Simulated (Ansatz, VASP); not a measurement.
**Two plane-wave programs on KTaO3**

```xyz
5
Lattice="4.0642 0.0000 0.0000 0.0000 4.0642 0.0000 0.0000 0.0000 4.0642" Properties=species:S:1:pos:R:3 pbc="T T T"
K     2.0321    2.0321    2.0321
Ta    0.0000    0.0000    0.0000
O     2.0321    0.0000    0.0000
O     0.0000    2.0321    0.0000
O     0.0000    0.0000    2.0321
```

Alike in both runs: task single point; functional PBE; k mesh 6 × 6 × 6; no spin polarisation.

|  | VASP | Ansatz |
| --- | --- | --- |
| version | VASP 6.6.1 | Ansatz 0.2.0 |
| potentials or method | VASP PAW PBE potentials, release 64 (K_sv, Ta_pv, O) | plane waves, PAW |
| plane-wave cutoff (eV) | 520 | 420 |
| occupations | gaussian, width 0.01 eV | fixed |
| valence electrons in the cell | 38 | 40 |

Ansatz gave:

| Property | Result |
| --- | --- |
| gap on the k mesh at the Fermi level (eV) | 2.09 |
| pressure (GPa) | -5.2 |

Task: Which values does VASP return?

Result: gap on the k mesh at the Fermi level (eV): 2.05; pressure (GPa): -4.7.

The two sets of potentials don't hold the same shells in valence.

Caveats: spin-orbit coupling is left out, which moves the levels of the heavy elements. As with any semilocal functional, this PBE gap is likely too small. A k mesh can miss the band edges.
